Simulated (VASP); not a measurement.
# Ir (P6_3/mmc) in VASP: further runs

Runs on Ir. Level: PBE. Tasks: single point.

All numbers are computed with VASP 6.6.1; they aren't measurements. Logs are shortened: lines on timing, memory, paths and dates and some standing lists are left out, and cuts for length are marked.

**1. The structure**

The structure is hexagonal, space group P6_3/mmc (No. 194). The conventional cell has a = 2.751 Å, b = 2.751 Å, c = 4.462 Å, α = 90.00°, β = 90.00°, γ = 120.00°. Ir (site symmetry -6m2) is surrounded by 12 Ir at 2.74 to 2.75 Å.

This isn't the form of Ir at room conditions, which is fcc.

**2. Single point, PBE**

File INCAR:

```
SYSTEM = Ir
ADDGRID = .FALSE. ; ALGO = Normal
EDIFF = 1E-6 ; ENCUT = 460
GGA = PE ; ISIF = 2
ISMEAR = 1 ; LASPH = .TRUE.
LCHARG = .FALSE. ; LREAL = .FALSE.
LWAVE = .FALSE. ; NELM = 100
PREC = Accurate ; SIGMA = 0.2
```

File KPOINTS:

```
k-points
0
G
  11 11 6
  0 0 0
```

File POSCAR:

```
Ir
1.0
    2.7513778946      0.0000000000      0.0000000000
   -1.3756889473      2.3827631521      0.0000000000
    0.0000000000      0.0000000000      4.4622900000
Ir
2
Direct
    0.3333333333      0.6666666667      0.2500000000
    0.6666666667      0.3333333333      0.7500000000
```

Potentials or basis: VASP PAW PBE potentials, release 64 (Ir).

Command:

```sh
cat potpaw_PBE.64/Ir/POTCAR > POTCAR
mpirun -np 1 vasp_std > vasp.out
```

OUTCAR:

```text
SYSTEM = Ir
   EDIFF = 1E-6
   ENCUT = 460
   GGA = PE
   ISIF = 2
   ISMEAR = 1
   LASPH = .TRUE.
   LREAL = .FALSE.
   NELM = 100
   PREC = Accurate

 Found     64 irreducible k-points:

 Following reciprocal coordinates:
            Coordinates               Weight
  0.000000  0.000000  0.000000      1.000000
  0.090909 -0.000000  0.000000      6.000000
  0.181818 -0.000000  0.000000      6.000000
  0.272727 -0.000000  0.000000      6.000000
  0.363636 -0.000000  0.000000      6.000000
  0.454545 -0.000000  0.000000      6.000000
   k-points           NKPTS =     64   k-points in BZ     NKDIM =     64   number of bands    NBANDS=     13
   number of dos      NEDOS =    301   number of ions     NIONS =      2
   total plane-waves  NPLWV =  12800
   dimension x,y,z NGX =    20 NGY =   20 NGZ =   32
   dimension x,y,z NGXF=    40 NGYF=   40 NGZF=   64
   ions per type =               2
   NGX,Y,Z   is equivalent  to a cutoff of  12.08, 12.08, 11.92 a.u.
   NGXF,Y,Z  is equivalent  to a cutoff of  24.17, 24.17, 23.84 a.u.
 SYSTEM =  Ir
   PREC   = accura    normal or accurate (medium, high low for compatibility)
   ISTART =      0    job   : 0-new  1-cont  2-samecut
   ICHARG =      2    charge: 1-file 2-atom 10-const
   ISPIN  =      1    spin polarized calculation?
   LNONCOLLINEAR =      F non collinear calculations
   LSORBIT =      F    spin-orbit coupling
   LASPH  =      T    aspherical Exc in radial PAW
   ENCUT  =  460.0 eV  33.81 Ry    5.81 a.u.   4.81  4.81  7.80*2*pi/ulx,y,z
   NELM   =    100;   NELMIN=  2; NELMDL= -5     # of ELM steps
   EDIFF  = 0.1E-05   stopping-criterion for ELM
[... 8 lines left out ...]
   TEBEG  =    0.0;   TEEND  =   0.0 temperature during run
   PSTRESS=    0.0 pullay stress
   NELECT =      18.0000    total number of electrons
   NUPDOWN=      -1.0000    fix difference up-down
   EMIN   =  10.00;   EMAX   =-10.00  energy-range for DOS
   EFERMI =   0.00;   METHOD = LEGACY
   ISMEAR =     1;   SIGMA  =   0.20  broadening in eV -4-tet -1-fermi 0-gaus
   EFERMI_NEDOS =   21; number of points for ismear=-14 and -15
   IALGO  =     38    algorithm
   IMIX   =      4    mixing-type and parameters
     AMIX     =   0.40;   BMIX     =  1.00
     AMIX_MAG =   1.60;   BMIX_MAG =  1.00
  volume/ion in A,a.u.               =      14.63        98.71
  Fermi-wavevector in a.u.,A,eV,Ry     =   1.392417  2.631287 26.379323  1.938826
  Thomas-Fermi vector in A             =   2.516162
   LORBIT       =      0    0 simple, 1 ext, 2 COOP (PROOUT), +10 PAW based schemes
   GGA     = PE    functional components
   LHFCALC =     F    Hartree Fock is set to
   AEXX    =    0.0000 exact exchange contribution
   IVDW    =     0    specifies the selected vdW correction
   LEPSILON=     F    determine dielectric tensor
   LRPA    =     F    only Hartree local field effects (RPA)
 non-spin polarized calculation
 Methfessel and Paxton  Order N= 1 SIGMA  =   0.20
  energy-cutoff  :      460.00
  volume of cell :       29.25
 maximum number of plane-waves:       675
 NGX is ok and might be reduce to    20
   NGX =  9   NGY =  9   NGZ = 15

 number of electron      18.0000001 magnetization

 Free energy of the ion-electron system (eV)
  ---------------------------------------------------
  ext. energy  EPLUGINS =         0.00000000
  ---------------------------------------------------
  free energy    TOTEN  =       -17.52439862 eV

  energy without entropy =      -17.52053062  energy(sigma->0) =      -17.52310929

 E-fermi :   9.9288     XC(G=0): -13.7910

 val. band max:        9.9198663208   @ k =   0.3636   0.1818   0.1667
 cond. band min:       9.9392177668   @ k =   0.2727   0.0909   0.3333
 fundamental gap:      0.0193514460
 Fermi energy:         9.9288007238

 k-point     1 :       0.0000    0.0000    0.0000
  band No.  band energies     occupation
      1      -0.9271      2.00000
      2       2.1085      2.00000
      3       6.1870      2.00000
      4       6.2920      2.00000
      5       6.2920      2.00000
      6       6.9161      2.00000
      7       6.9161      2.00000
      8       7.6742      2.00000
      9       7.6742      2.00000
     10       9.2128      2.00001
     11      10.2017     -0.06596
     12      10.2017     -0.06596
     13      16.7255      0.00000

 k-point     2 :       0.0909   -0.0000    0.0000
  band No.  band energies     occupation
      1      -0.6165      2.00000
      2       2.3817      2.00000
      3       5.7750      2.00000
      4       6.5513      2.00000
      5       6.6240      2.00000
      6       6.7812      2.00000
      7       7.1581      2.00000
      8       7.2603      2.00000
      9       7.4876      2.00000
     10       8.0755      2.00000
     11      10.3080     -0.02203
     12      11.8430     -0.00000
     13      16.6801      0.00000

 k-point     3 :       0.1818   -0.0000    0.0000
  band No.  band energies     occupation
      1       0.2471      2.00000
      2       3.0272      2.00000
      3       5.2912      2.00000
      4       5.9395      2.00000
      5       6.3333      2.00000
      6       7.0608      2.00000
      7       7.2976      2.00000
      8       7.3119      2.00000
      9       7.5008      2.00000
     10       7.8493      2.00000
     11      10.5191     -0.00024
     12      14.0516      0.00000
     13      16.5386      0.00000

 k-point     4 :       0.2727   -0.0000    0.0000
  band No.  band energies     occupation
      1       1.4124      2.00000
      2       3.3285      2.00000
      3       4.7168      2.00000
      4       5.3212      2.00000
      5       6.1756      2.00000
      6       6.5988      2.00000
      7       7.0807      2.00000
      8       8.3297      2.00000
      9       8.4202      2.00000
     10       8.8741      2.00000
     11      10.6987     -0.00000
     12      16.3004      0.00000
     13      16.3991      0.00000

 k-point     5 :       0.3636   -0.0000    0.0000
  band No.  band energies     occupation
      1       2.3545      2.00000
      2       3.0467      2.00000
      3       3.8546      2.00000
      4       5.8097      2.00000
      5       6.2333      2.00000
      6       6.6847      2.00000
      7       6.7465      2.00000
      8       9.6579      2.06658
      9       9.8996      1.24439
     10      10.0110      0.36542
     11      10.8056     -0.00000
     12      16.6157      0.00000
     13      18.2869      0.00000

 k-point     6 :       0.4545   -0.0000    0.0000
  band No.  band energies     occupation
      1       2.6933      2.00000
      2       2.8142      2.00000
      3       3.4117      2.00000
      4       6.0349      2.00000
      5       6.4890      2.00000
      6       6.5622      2.00000
      7       7.0776      2.00000
      8      10.5023     -0.00038
      9      10.8510     -0.00000
     10      10.8783     -0.00000
     11      11.9995     -0.00000
     12      15.1267      0.00000
     13      17.6258      0.00000

 [... further k-points ...]
[... 5 lines left out ...]
  --------------------------------------------------------------------------------------
  -------------------------------------------------------------------------------------
  Total       -0.1504988     -0.1504988     -0.2359895     -0.0000000      0.0000000      0.0000000
  in kB       -8.2424181     -8.2424181    -12.9245204     -0.0000000      0.0000000      0.0000000
  external PRESSURE =      -9.8031188 kB  Pullay stress =       0.0000000 kB

 VOLUME and BASIS-vectors are now :
 -----------------------------------------------------------------------------
  energy-cutoff  :      460.00
  volume of cell :       29.25
      direct lattice vectors                 reciprocal lattice vectors
     2.751377895  0.000000000  0.000000000     0.363454254  0.209840411  0.000000000
    -1.375688947  2.382763152  0.000000000     0.000000000  0.419680823  0.000000000
     0.000000000  0.000000000  4.462290000     0.000000000  0.000000000  0.224100182

 POSITION                                       TOTAL-FORCE (eV/Angst)
 -----------------------------------------------------------------------------------
     -0.00000      1.58851      1.11557         0.000000      0.000000      0.000000
      1.37569      0.79425      3.34672        -0.000000     -0.000000      0.000000
 -----------------------------------------------------------------------------------
    total drift:                                0.000000     -0.000000     -0.000000

  FREE ENERGIE OF THE ION-ELECTRON SYSTEM (eV)
  ---------------------------------------------------
  free  energy   TOTEN  =       -17.5243986225 eV

  energy  without entropy=      -17.5205306233  energy(sigma->0) =      -17.52310929
```

stdout:

```text
POSCAR found type information on POSCAR Ir
 POSCAR found :  1 types and       2 ions
 scaLAPACK will be used
 LDA part: xc-table for (Slater+PW92), standard interpolation
 POSCAR, INCAR and KPOINTS ok, starting setup
 FFT: planning ... GRIDC
 FFT: planning ... GRID_SOFT
 FFT: planning ... GRID
 WAVECAR not read
 entering main loop
```

It took 15 s on 1 thread of Intel Xeon Platinum 8375C at 2.90GHz (Ice Lake), shared host; peak memory 0.15 GiB.

These settings aren't checked as converged: the numbers below hold their error.

What came out:

```yaml
Free_energy: -17.5244 eV
Pressure: -1.0 GPa
Band_gap_on_the_k_mesh: none (metal or under the smearing width)
```

**3. Single point, PBE**

INCAR is that of step 2.

KPOINTS is that of step 2.

File POSCAR:

```
Ir
1.0
    2.7513778946      0.0000000000      0.0000000000
   -1.3756889473      2.3827631521      0.0000000000
    0.0000000000      0.0000000000      4.4622900000
Ir
2
Direct
    0.3583140000      0.6617470000      0.2121330000
    0.6598720000      0.3587530000      0.7691070000
```

Potentials or basis: VASP PAW PBE potentials, release 64 (Ir).

Command:

```sh
cat potpaw_PBE.64/Ir/POTCAR > POTCAR
mpirun -np 1 vasp_std > vasp.out
```

OUTCAR:

```text
SYSTEM = Ir
   EDIFF = 1E-6
   ENCUT = 460
   GGA = PE
   ISIF = 2
   ISMEAR = 1
   LASPH = .TRUE.
   LREAL = .FALSE.
   NELM = 100
   PREC = Accurate

 Found    364 irreducible k-points:

 Following reciprocal coordinates:
            Coordinates               Weight
  0.000000  0.000000  0.000000      1.000000
  0.090909 -0.000000  0.000000      2.000000
  0.000000  0.090909  0.000000      2.000000
 -0.090909  0.090909  0.000000      2.000000
  0.181818 -0.000000  0.000000      2.000000
  0.000000  0.181818  0.000000      2.000000
[... 166 lines left out ...]
     11      10.8184     -0.00000
     12      14.1582      0.00000
     13      16.2382      0.00000

 [... further k-points ...]
[... 5 lines left out ...]
  --------------------------------------------------------------------------------------
  -------------------------------------------------------------------------------------
  Total        1.8026364      1.2130320      3.9467604     -0.5216211      0.8835853     -1.5646615
  in kB       98.7256054     66.4345419    216.1535807    -28.5678034     48.3916201    -85.6923516
  external PRESSURE =     127.1045760 kB  Pullay stress =       0.0000000 kB

 VOLUME and BASIS-vectors are now :
 -----------------------------------------------------------------------------
  energy-cutoff  :      460.00
  volume of cell :       29.25
      direct lattice vectors                 reciprocal lattice vectors
     2.751377895  0.000000000  0.000000000     0.363454254  0.209840411  0.000000000
    -1.375688947  2.382763152  0.000000000     0.000000000  0.419680823  0.000000000
     0.000000000  0.000000000  4.462290000     0.000000000  0.000000000  0.224100182

 POSITION                                       TOTAL-FORCE (eV/Angst)
 -----------------------------------------------------------------------------------
      0.07550      1.57679      0.94660        -0.885731      0.499437      3.665211
      1.32202      0.85482      3.43198         0.885731     -0.499437     -3.665211
 -----------------------------------------------------------------------------------
    total drift:                               -0.000001     -0.000004     -0.000001

  FREE ENERGIE OF THE ION-ELECTRON SYSTEM (eV)
  ---------------------------------------------------
  free  energy   TOTEN  =       -17.0238280631 eV

  energy  without entropy=      -17.0164899959  energy(sigma->0) =      -17.02138204
```

stdout:

```text
POSCAR found type information on POSCAR Ir
 POSCAR found :  1 types and       2 ions
 scaLAPACK will be used
 LDA part: xc-table for (Slater+PW92), standard interpolation
 POSCAR, INCAR and KPOINTS ok, starting setup
 FFT: planning ... GRIDC
 FFT: planning ... GRID_SOFT
 FFT: planning ... GRID
 WAVECAR not read
 entering main loop
```

Run time: 58 s. Hardware: 1 thread of Intel Xeon Platinum 8375C at 2.90GHz (Ice Lake), shared host; peak memory 0.22 GiB.

The run converged, but some of its settings lie outside the range that counts as converged, so its numbers aren't taken as properties of the crystal.

Results:

```
Free energy            : -17.0238 eV
Pressure               : 12.7 GPa
Largest force          : 3.804 eV/Å
Band gap on the k mesh : none (metal or under the smearing width)
```

**4. Single point, PBE**

INCAR, as its differences from that of step 3:

```diff
@@ -4,3 +4,3 @@
 GGA = PE ; ISIF = 2
-ISMEAR = 1 ; LASPH = .TRUE.
+ISMEAR = -1 ; LASPH = .TRUE.
 LCHARG = .FALSE. ; LREAL = .FALSE.
```

KPOINTS is that of step 3.

File POSCAR:

```
Ir
1.0
    2.7513778946      0.0000000000      0.0000000000
   -1.3756889473      2.3827631521      0.0000000000
    0.0000000000      0.0000000000      4.4622900000
Ir
2
Direct
    0.3333333333      0.6666666667      0.2500000000
    0.6666666667      0.3333333333      0.7500000000
```

Command:

```sh
cat potpaw_PBE.64/Ir/POTCAR > POTCAR
mpirun -np 1 vasp_std > vasp.out
```

It took 15 s on 1 thread of Intel Xeon Platinum 8375C at 2.90GHz (Ice Lake), shared host; peak memory 0.14 GiB.

The run converged, but some of its settings lie outside the range that counts as converged, so its numbers aren't taken as properties of the crystal.

Results:

```yaml
Free_energy: -17.7035 eV
Pressure: 0.7 GPa
Band_gap_on_the_k_mesh: none (metal or under the smearing width)
```

**5. Single point, PBE**

INCAR is that of step 4.

KPOINTS is that of step 4.

File POSCAR:

```
Ir
1.0
    2.7513778946      0.0000000000      0.0000000000
   -1.3756889473      2.3827631521      0.0000000000
    0.0000000000      0.0000000000      4.4622900000
Ir
2
Direct
    0.3583140000      0.6617470000      0.2121330000
    0.6598720000      0.3587530000      0.7691070000
```

Command:

```sh
cat potpaw_PBE.64/Ir/POTCAR > POTCAR
mpirun -np 1 vasp_std > vasp.out
```

Wall time 60 s (1 thread of Intel Xeon Platinum 8375C at 2.90GHz (Ice Lake), shared host); peak memory 0.22 GiB.

These settings aren't checked as converged: the numbers below hold their error.

Results:

| Property | Result |
| --- | --- |
| Free energy | -17.2002 eV |
| Pressure | 14.2 GPa |
| Largest force | 3.916 eV/Å |
| Band gap on the k mesh | none (metal or under the smearing width) |
